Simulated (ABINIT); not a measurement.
The system is W.

```
W
1.0
     0.00000    2.03000    2.03000
     2.03000    0.00000    2.03000
     2.03000    2.03000    0.00000
W
1
Direct
  0.00000 0.00000 0.00000
```

This isn't the form of W at room conditions, which is bcc.

```yaml
Program: ABINIT 10.8.3 (patched build)
Task: relaxation of cell and atoms
Functional: PBEsol
Potentials_or_basis: PseudoDojo NC SR PBEsol v0.4.1 standard
Cutoff: 1007 eV
k_mesh: 8 × 8 × 8
Occupations: fermi-dirac, width 0.05 eV
Spin: no spin polarisation
```

At the start: pressure -12.0 GPa; volume 16.73 Å³/atom.

Question: How do energy, volume and symmetry change on relaxing?

Answer: Over 4 steps the energy falls by 27.4 meV/atom and the volume is 16.02 Å³/atom (-4.2 %); space group Fm-3m (No. 225, to 0.05 Å).

The path:
```csv
step,energy change (eV),largest force (eV/Å),pressure (GPa),volume (Å³)
1,0.0000,0.0000,-12.01,16.73
2,-0.0268,0.0000,-1.86,16.12
3,-0.0274,0.0000,0.08,16.02
4,-0.0274,0.0000,0.00,16.02
```

Final structure:
```
W
1.0
     0.00000    2.00095    2.00095
     2.00095    0.00000    2.00095
     2.00095    2.00095    0.00000
W
1
Direct
  0.00000 0.00000 0.00000
```
